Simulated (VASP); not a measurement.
## TiC: relaxation of cell and atoms with LDA

Crystal: TiC.

```
CELL_PARAMETERS angstrom
0.00000 2.15930 2.15930
2.15930 0.00000 2.15930
2.15930 2.15930 0.00000
ATOMIC_POSITIONS crystal
Ti 0.00000 0.00000 0.00000
C 0.50000 0.50000 0.50000
```

```
Program                : VASP 6.6.1
Task                   : relaxation of cell and atoms
Functional             : LDA
Potentials or basis    : VASP PAW LDA potentials, release 64 (Ti_sv, C)
Cutoff                 : 600 eV
k mesh                 : 14 × 14 × 14
Occupations            : methfessel-paxton, width 0.1 eV
Spin                   : no spin polarisation
Further INCAR settings : ALGO = Normal; EDIFF = 1e-06; IBRION = 2; EDIFFG = -0.01; NSW = 90; ISIF = 3
```

The relaxed volume is 9.69 Å³/atom. The relaxed cell is a = 3.015 Å, b = 3.015 Å, c = 3.015 Å, α = 60.00°, β = 60.00°, γ = 60.00°, the space group after relaxing (to 0.05 Å) is Fm-3m (No. 225) and the energy gained by relaxing is 12.2 meV/atom. The ionic steps are 3. The pressure after relaxing is -0.1 GPa. The band gap on the k mesh is none (metal or under the smearing width).

Step by step:
```csv
step,energy change (eV),largest force (eV/Å),pressure (GPa),volume (Å³)
1,0.0000,0.0000,-9.95,20.14
2,0.0258,0.0000,16.62,18.37
3,-0.0243,0.0000,-0.14,19.39
```

Final structure:
```yaml
crystal:
  lattice:
    - [0.00000, 2.13221, 2.13221]
    - [2.13221, 0.00000, 2.13221]
    - [2.13221, 2.13221, 0.00000]
  atoms:
    - { symbol: Ti, position: [0.00000, 0.00000, 0.00000] }
    - { symbol: C, position: [0.50000, 0.50000, 0.50000] }
```

Levels at points of the mesh, in eV from the Fermi level:
```csv
k point,band 6,band 7,band 8,band 9,band 10,band 11
"(0.00, 0.00, 0.00)",0.64,0.64,0.64,1.75,1.75,1.75
"(0.50, 0.00, 0.00)",-6.04,-3.05,-3.05,3.06,3.06,4.33
"(0.50, 0.50, 0.00)",-3.40,-1.82,0.03,0.03,2.89,3.70
```

Run time: 21 s on 2 MPI ranks on Intel(R) Xeon(R) 6975P-C (Granite Rapids) (shared host), peak memory 0.15 GiB a rank.

LDA usually gives volumes a few per cent too small. Zero-point motion and thermal expansion aren't in these numbers.
